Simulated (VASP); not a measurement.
Input of a VASP 6.6.1 run:

The input INCAR:

```
ALGO = Normal ; EDIFF = 1E-6
ENCUT = 520 ; GGA = PE
ISIF = 2 ; ISMEAR = 0
IVDW = 12 ; LASPH = T
LCHARG = F ; LREAL = F
LWAVE = F ; NBANDS = 19
NELM = 60 ; PREC = Accurate
SIGMA = 0.02
```

Contents of KPOINTS:

```
k-points
0
Gamma
  6 6 6
```

Contents of POSCAR:

```
SrCl2
1.0
    0.0000000000      3.4794182842      3.4794182842
    3.4794182842      0.0000000000      3.4794182842
    3.4794182842      3.4794182842      0.0000000000
Sr Cl
1 2
Direct
    0.0000000000      0.0000000000      0.0000000000
    0.7500000000      0.7500000000      0.7500000000
    0.2500000000      0.2500000000      0.2500000000
```

Potentials or basis: VASP PAW PBE potentials, release 64 (Sr_sv, Cl).

Launch:

```console
$ cat potpaw_PBE.64/Sr_sv/POTCAR potpaw_PBE.64/Cl/POTCAR > POTCAR
$ mpirun -np 1 vasp_std > vasp.out
```

(1) What does it give for the dispersion energy per atom?

(2) What does it give for the pressure?

(3) Predict the band gap on the k mesh.

## Answers

(1) -0.223 eV.

(2) 0.1 GPa.

(3) 5.37 eV, indirect (least direct gap 5.50 eV).
